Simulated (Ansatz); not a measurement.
Clean, relaxed (001) surface of C, space group P6_3/mmc (No. 194) (top face towards +c; atoms held fixed, by place in the list: 1, 2, 3, 4):

```
CELL_PARAMETERS angstrom
2.46498 0.00000 0.00000
-1.23249 2.13474 0.00000
0.00000 0.00000 27.10765
ATOMIC_POSITIONS crystal
C 0.00000 0.00000 0.31356
C 0.66667 0.33333 0.31356
C 0.00000 0.00000 0.43785
C 0.33333 0.66667 0.43785
C 0.00000 0.00000 0.56215
C 0.66667 0.33333 0.56215
C 0.00000 0.00000 0.68644
C 0.33333 0.66667 0.68644
```

Method: DFT PBE+D3(BJ), scalar-relativistic, plane waves, PAW (Ansatz 0.2.0). Plane waves to 420 eV, a k mesh through Γ of 12×12×1 on the computed 8-atom cell and Gaussian smearing (0.10 eV); no spin polarisation. A dipole correction removes the field between periodic images along c.

The adsorption energy is E(slab + adsorbate) − E(slab) − E(free adsorbate, spin-polarised where open-shell). With the adsorbate the cell is lengthened along c to keep the vacuum.

(1) CH is put at the hollow (C-C) at (0.67, 0.33) site, one adsorbate per 5.3 Å². What structure does it relax to?

Each end is the local minimum or symmetric point that its start leads to.

The adsorbed runs have no spin polarisation, so weakly bound open-shell ends lie too high.

An atom lies near a switch of its D3 coefficient C6 between reference coordination numbers, so the dispersion energy changes steeply there and can make or shift the minimum.

## Answers

(1) E_ads = -2.33 eV. Contacts: C–C 3.44 Å. Bonds within the adsorbate: C–H 1.12 Å.

```xyz
10
Lattice="2.4650 0.0000 0.0000 -1.2325 2.1347 0.0000 0.0000 0.0000 30.2077" Properties=species:S:1:pos:R:3 pbc="T T T"
C     0.0000    0.0000    8.5000
C     1.2325    0.7116    8.5000
C     0.0000    0.0000   11.8692
C     0.0000    1.4232   11.8692
C     0.0000    0.0000   15.2428
C     1.2325    0.7116   15.2424
C     0.0000    0.0000   18.6195
C     0.0000    1.4232   18.6195
C     1.2325    0.7116   21.7550
H     1.2325    0.7116   22.8776
```